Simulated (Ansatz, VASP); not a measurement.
One calculation of W, two programs

```
W
1.0
     0.00000    1.99559    1.99559
     1.99559    0.00000    1.99559
     1.99559    1.99559    0.00000
W
1
Direct
  0.00000 0.00000 0.00000
```

Change from the starting cell: volume scaled by 0.95.

Alike in both runs: task single point; functional LDA; k mesh 14 × 14 × 14; occupations fermi-dirac, width 0.05 eV; no spin polarisation.

|  | VASP | Ansatz |
| --- | --- | --- |
| version | VASP 6.6.1 | Ansatz 0.2.0 |
| potentials or method | VASP PAW LDA potentials, release 64 (W_sv), cutoff 520 eV | all-electron LAPW, scalar-relativistic |

|  | VASP | Ansatz | Ansatz less VASP |
| --- | --- | --- | --- |
| pressure (GPa) | -2.3 | -4.0 | -1.72 |

Ansatz ran all-electron here, so the differences hold the error of VASP's frozen core and of both bases.

Spin-orbit coupling is left out, which matters for the levels of W.
